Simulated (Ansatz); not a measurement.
Rows from a G0W0 calculation on BeS (honeycomb bilayer) (Ansatz 0.2.0; G0W0 on PBEsol, plane waves, PAW; 6×6×1 mesh, 452 empty bands, screening to 75 eV), in eV. Spin-orbit coupling is left out.

| row | k | band | start | Σx | Σc at the solution | Vxc |
| --- | --- | --- | --- | --- | --- | --- |
| A | (0.333, 0.333, 0.000) | v1 | -6.537 | -17.356 | 1.957 | -14.196 |
| B | (0.333, 0.333, 0.000) | c1 | -2.856 | -4.211 | -3.439 | -8.572 |
| C | (0.333, 0.333, 0.000) | c2 | -1.066 | -4.079 | -3.892 | -9.015 |

Give the quasiparticle energies and the shift of each level.

The quasiparticle equation reads E = start + Σx + Σc(E) − Vxc.

| row | E (eV) | shift (eV) |
| --- | --- | --- |
| A | -7.740 | −1.203 |
| B | -1.933 | +0.922 |
| C | -0.022 | +1.044 |

Limits: not at the basis limit; coarse mesh for a sheet.

[Runs of the session that timed out or met a known fault of the program may be left out.]

[Cells called generated may have been cut or substituted from an entry of the Crystallography Open Database or the Materials Project.]

[Hosts, paths, dates, database ids (printed as entryN), source tags and the programs' standing remarks are cut or masked in the printed files.]
